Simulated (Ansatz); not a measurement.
Take BaSnO3 in the cubic perovskite structure (space group Pm-3m, No. 221) as the base.

```
CELL_PARAMETERS angstrom
      4.12186     0.00000     0.00000
      0.00000     4.12186     0.00000
      0.00000     0.00000     4.12186
ATOMIC_POSITIONS crystal
  Ba 0.00000 0.00000 0.00000
  Sn 0.50000 0.50000 0.50000
  O  0.00000 0.50000 0.50000
  O  0.50000 0.50000 0.00000
  O  0.50000 0.00000 0.50000
```

Cartesian axes are those of the cell as printed.

All numbers come from PBEsol in Ansatz (plane waves to 420 eV, PAW, no spin-orbit coupling).

For the base:

The pressure is 0.0 kbar and the volume per atom is 14.01 Å³.

Now apply this change: biaxial strain +1.33 %, plane normal [001], relaxed out of plane (Cartesian); in-plane vectors clamped, the third vector and the atoms free.

What happens to the pressure?

The pressure (mean of the normal stresses, compression positive) goes from zero to -26.2 kbar.

Estimate the effect on the volume per atom.

The volume per atom goes up by 0.266 Å³ (14.01 Å³ → 14.27 Å³).

Stability against distortions was not tested.

Ansatz is a first-principles code.
